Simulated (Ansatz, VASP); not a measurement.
## One calculation of Ca3H2, two programs

```
Ca H
1.0
     6.03345    0.00000    0.00000
    -3.01672    5.22512    0.00000
     0.00000    0.00000    4.29529
Ca H
3 2
Direct
  0.00000 0.00000 0.00000
  0.33333 0.66667 0.59121
  0.66667 0.33333 0.40879
  0.33333 0.66667 0.08948
  0.66667 0.33333 0.91052
```

Alike in both runs: functional PBE; k mesh 6 × 6 × 10; occupations gaussian, width 0.1 eV; no spin polarisation.

Ansatz relaxed the structure, and its values are those at the end. VASP's run is a single point on that final structure, the one shown.

|  | VASP | Ansatz |
| --- | --- | --- |
| version | VASP 6.6.1 | Ansatz 0.2.0 |
| potentials or method | VASP PAW PBE potentials, release 64 (Ca_sv, H) | scalar-relativistic, plane waves, PAW |
| plane-wave cutoff (eV) | 520 | 420 |
| valence electrons in the cell | 32 | 32 |

```csv
,VASP,Ansatz,Ansatz less VASP
gap on the k mesh at the Fermi level (eV),none,none,-
pressure (GPa),0.0,0.0,-0.01
```

A gap of «none» marks a metal or a gap that the smearing closes.
